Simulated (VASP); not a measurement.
# Ti₆Al₂H: nudged elastic band

Ti₆Al₂H, defect, 9 atoms in the cell. PBE, nudged elastic band; PAW potentials Ti_sv, Al, H (PBE set).

Path: an interstitial H atom hops to the next site of its kind; Moving images: 3.

## Input

INCAR.step1:
```
SYSTEM = Ti6Al2H
ALGO     = Normal         ! electronic algorithm
EDIFF    = 1E-6           ! SCF threshold, eV
EDIFFG   = -0.02          ! ionic threshold
ENCUT    = 300            ! plane-wave cutoff, eV
IBRION   = 2              ! ionic algorithm
ISIF     = 2              ! what is computed and relaxed
ISMEAR   = 1              ! smearing method
KPAR     = 6            
LASPH    = .True.         ! aspherical terms in the spheres
LCHARG   = .False.        ! write CHGCAR
LREAL    = .False.        ! projectors in reciprocal space
LWAVE    = .False.        ! write WAVECAR
NELM     = 100            ! most SCF steps
NSW      = 100            ! ionic steps
POTIM    = 0.5            ! step
PREC     = Normal         ! precision mode
SIGMA    = 0.1            ! smearing width, eV
```

INCAR.step3, as INCAR.step1 but for:
```
- EDIFFG = -0.02
- IBRION = 2
- ISIF = 2
- KPAR = 6
- POTIM = 0.5
+ EDIFFG = -0.05
+ IBRION = 1
+ IMAGES = 3
+ KPAR = 2
+ POTIM = 0.3
+ SPRING = -5
```

KPOINTS:
```
k-points
0
Gamma
  5 5 3
```

00/POSCAR:
```
Ti6Al2H
1.0
    0.0000000000      3.2317810000      3.2317810000
    3.2317810000      0.0000000000      3.2317810000
    6.4635620000      6.4635620000      0.0000000000
Ti Al H
6 2 1
Direct
    0.9886697859      0.0134307353      0.0020486536
    0.0115456727      0.9908607175      0.4980190690
    0.2515719012      0.2603393917      0.1143284269
    0.2626045350      0.2232635599      0.6313951041
    0.7399738892      0.7635003568      0.3805036496
    0.7525604224      0.7464656192      0.8753000168
    0.5014982959      0.5158909623      0.2491903170
    0.5124408369      0.4854076551      0.7484720561
    0.0902457719      0.3897298911      0.3062982626
```

01/POSCAR:
```
Ti6Al2H
1.0
    0.0000000000      3.2317810000      3.2317810000
    3.2317810000      0.0000000000      3.2317810000
    6.4635620000      6.4635620000      0.0000000000
Ti Al H
6 2 1
Direct
    0.9905570365      0.0062210320      0.0052165903
    0.0108341529      0.9834761670      0.5010657442
    0.2551809575      0.2472333994      0.1182028160
    0.2597470251      0.2250823685      0.6327616885
    0.7394212073      0.7517886765      0.3853307027
    0.7513292007      0.7482376539      0.8767230977
    0.5056210477      0.5015468503      0.2526612733
    0.5080386285      0.4870158680      0.7523543144
    0.0903818550      0.4382868734      0.2812393286
```

02/POSCAR:
```
Ti6Al2H
1.0
    0.0000000000      3.2317810000      3.2317810000
    3.2317810000      0.0000000000      3.2317810000
    6.4635620000      6.4635620000      0.0000000000
Ti Al H
6 2 1
Direct
    0.9924442339     -0.0008062494      0.0083060527
    0.0103309292      0.9761337666      0.5040288092
    0.2584630943      0.2344442891      0.1223537421
    0.2567771208      0.2270209586      0.6340988217
    0.7393968330      0.7396464179      0.3900322001
    0.7501467958      0.7499470402      0.8780993613
    0.5093106969      0.4872085885      0.2561610651
    0.5034774619      0.4886011880      0.7563620640
    0.0907639453      0.4866928893      0.2561134393
```

03/POSCAR:
```
Ti6Al2H
1.0
    0.0000000000      3.2317810000      3.2317810000
    3.2317810000      0.0000000000      3.2317810000
    6.4635620000      6.4635620000      0.0000000000
Ti Al H
6 2 1
Direct
    0.9943775045     -0.0080780529      0.0114226714
    0.0097105060      0.9689259185      0.5069910617
    0.2613601872      0.2222545001      0.1268349193
    0.2538903660      0.2288903150      0.6354431839
    0.7401692004      0.7267564510      0.3944351208
    0.7489460948      0.7518166903      0.8794763648
    0.5124677663      0.4728640072      0.2596912206
    0.4990974458      0.4901905256      0.7601951712
    0.0910920400      0.5352685342      0.2310658420
```

04/POSCAR:
```
Ti6Al2H
1.0
    0.0000000000      3.2317810000      3.2317810000
    3.2317810000      0.0000000000      3.2317810000
    6.4635620000      6.4635620000      0.0000000000
Ti Al H
6 2 1
Direct
    0.9963742419     -0.0153560685      0.0146072599
    0.0090540472      0.9616295531      0.5100179694
    0.2640606484      0.2105236185      0.1314176676
    0.2509248829      0.2306798699      0.6368317907
    0.7415269332      0.7137238179      0.3985474710
    0.7476826285      0.7535588473      0.8808861747
    0.5153425800      0.4584785992      0.2631669437
    0.4946219990      0.4918001583      0.7640785852
    0.0915231500      0.5838504932      0.2060016934
```

POSCAR.step1:
```
Ti6Al2H
1.0
    0.0000000000      3.2317810000      3.2317810000
    3.2317810000      0.0000000000      3.2317810000
    6.4635620000      6.4635620000      0.0000000000
Ti Al H
6 2 1
Direct
    0.0000000000      0.0000000000      0.0000000000
    0.0000000000      0.0000000000      0.5000000000
    0.2500000000      0.2500000000      0.1250000000
    0.2500000000      0.2500000000      0.6250000000
    0.7500000000      0.7500000000      0.3750000000
    0.7500000000      0.7500000000      0.8750000000
    0.5000000000      0.5000000000      0.2500000000
    0.5000000000      0.5000000000      0.7500000000
    0.1111111111      0.3888888889      0.3055555556
```

POSCAR.step2:
```
Ti6Al2H
1.0
    0.0000000000      3.2317810000      3.2317810000
    3.2317810000      0.0000000000      3.2317810000
    6.4635620000      6.4635620000      0.0000000000
Ti Al H
6 2 1
Direct
    0.0000000000      0.0000000000      0.0000000000
    0.0000000000      0.0000000000      0.5000000000
    0.2500000000      0.2500000000      0.1250000000
    0.2500000000      0.2500000000      0.6250000000
    0.7500000000      0.7500000000      0.3750000000
    0.7500000000      0.7500000000      0.8750000000
    0.5000000000      0.5000000000      0.2500000000
    0.5000000000      0.5000000000      0.7500000000
    0.1111111111      0.6111111111      0.1944444444
```

Commands (each step's output is kept before the next begins):
```
cat potpaw_PBE.64/Ti_sv/POTCAR potpaw_PBE.64/Al/POTCAR potpaw_PBE.64/H/POTCAR > POTCAR
cp INCAR.step1 INCAR
cp POSCAR.step1 POSCAR
mpirun -np 6 vasp_std > vasp.out
cp POSCAR.step2 POSCAR
mpirun -np 6 vasp_std > vasp.out
# 00 and 04 hold the relaxed ends, the second shifted as a whole so that the mean position stays; the images between are interpolated (pair-distance (IDPP))
cp INCAR.step3 INCAR
mpirun -np 6 vasp_std > vasp.out
```

## Result

- Barrier (eV): 0.060
- Barrier of the reverse step (eV): 0.061
- Energy of the second end over the first (eV): -0.001
- Top of the path (share of its length): 0.50
- Length of the path (Å): 1.32
- Steps of the band: 13
- Ionic steps, all stages: 58
- Electronic steps, all stages: 924

Energy along the relaxed band:

| Image | Distance along the path (Å) | Energy above the first end (eV) | Slope along the path (eV/Å) | Largest force across the path (eV/Å) |
|---|---|---|---|---|
| 0 | 0.000 | 0.000 | relaxed end |  |
| 1 | 0.329 | 0.025 | 0.147 | 0.046 |
| 2 | 0.659 | 0.060 | 0.004 | 0.044 |
| 3 | 0.988 | 0.028 | -0.151 | 0.048 |
| 4 | 1.317 | -0.001 | relaxed end |  |

The two ends have the same energy within 0.01 eV.

Limits: the cell holds 9 atoms, so the vacancy or interstitial meets its own images and the barrier isn't that of a lone defect.

VASP 6.6.1 took 1355 s on 6 cores (Intel Xeon Platinum 8259CL @ 2.50GHz (Skylake/Cascade Lake)), a shared host.
